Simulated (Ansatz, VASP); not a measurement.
# One calculation of Ru, two programs

INCAR

```
SYSTEM = Ru
  PREC = Accurate
  ENCUT = 520
  EDIFF = 1E-6
  ISMEAR = 0
  SIGMA = 0.017
  LREAL = .FALSE.
  LASPH = .TRUE.
  NELM = 80
  ALGO = Normal
  ISIF = 2
  LWAVE = .FALSE.
  LCHARG = .TRUE.
  GGA = PE
  LELF = .TRUE.
  LVHAR = .TRUE.
  NBANDS = 21
```

Contents of KPOINTS:

```
Automatic mesh
0
G
  11 11 6
  0 0 0
```

POSCAR

```
Ru
1.0
    2.7058000000      0.0000000000      0.0000000000
   -1.3529000000      2.3432915376      0.0000000000
    0.0000000000      0.0000000000      4.2819000000
Ru
2
Direct
    0.6666666667      0.3333333333      0.7500000000
    0.3333333333      0.6666666667      0.2500000000
```

The input input.yaml:

```yaml
crystal:
  lattice:
    - [2.7058, 0.0, 0.0]
    - [-1.3529, 2.3432915376, 0.0]
    - [0.0, 0.0, 4.2819]
  atoms:
    - { symbol: Ru, position: [0.6666666667, 0.3333333333, 0.75] }
    - { symbol: Ru, position: [0.3333333333, 0.6666666667, 0.25] }
kpoints:
  mp_grid: { grid: [11, 11, 6] }
scf:
  occupations: { method: gaussian, width: 0.017 }
hamiltonian:
  xc: pbe
  pseudopotentials: { kind: all_electron, lapw: { basis_error: 0.001 } }
output:
  forces: true
  stress: true
  eigenvalues: true
```

Alike in both runs: task single point; functional PBE; k mesh 11 × 11 × 6; occupations gaussian, width 0.017 eV; no spin polarisation.

```csv
,VASP,Ansatz
version,VASP 6.6.1,Ansatz 0.2.0
potentials or method,"VASP PAW PBE potentials, release 64 (Ru_pv)","all-electron LAPW, scalar-relativistic"
plane-wave cutoff (eV),520,see its input
```

Ansatz gave:

* gap on the k mesh at the Fermi level (eV): none
* pressure (GPa): 4.4
* largest component of the traceless stress (GPa): 0.07

Problem. Which values does VASP return?

Solution. gap on the k mesh at the Fermi level (eV): none; pressure (GPa): 4.4; largest component of the traceless stress (GPa): 0.01.

A gap of «none» marks a metal or a gap that the smearing closes. Ansatz ran all-electron here, so the differences hold the error of VASP's frozen core and of both bases.
